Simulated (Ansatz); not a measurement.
Input of an Ansatz 0.2.0 run:

Contents of input.yaml:

```yaml
crystal:
  lattice:
    - [0.0, 3.3, 3.3]
    - [3.3, 0.0, 3.3]
    - [3.3, 3.3, 0.0]
  atoms:
    - { symbol: Br, position: [0.5, 0.5, 0.5] }
    - { symbol: K, position: [0.0, 0.0, 0.0] }
kpoints:
  mp_grid: { grid: [4, 4, 4] }
scf:
  occupations: { method: fermi_dirac, width: 0.05 }
hamiltonian:
  xc: { preset: hse06, exx: { coeff: 0.05, omega: 0.2 } }
  pseudopotentials: { kind: all_electron, datasets: crystal }
output:
  forces: true
  stress: true
```

Potentials or basis: all-electron PAW datasets made for the crystal.

Command:

```sh
$ ansatz run input.yaml --threads 1 --pin off --max-ram 3072MiB --backend cpu --events-out ev --progress --plain --runs-dir out
```

Predict the pressure.

0.7 GPa.

Estimate the band gap on the k mesh.

4.67 eV, direct.
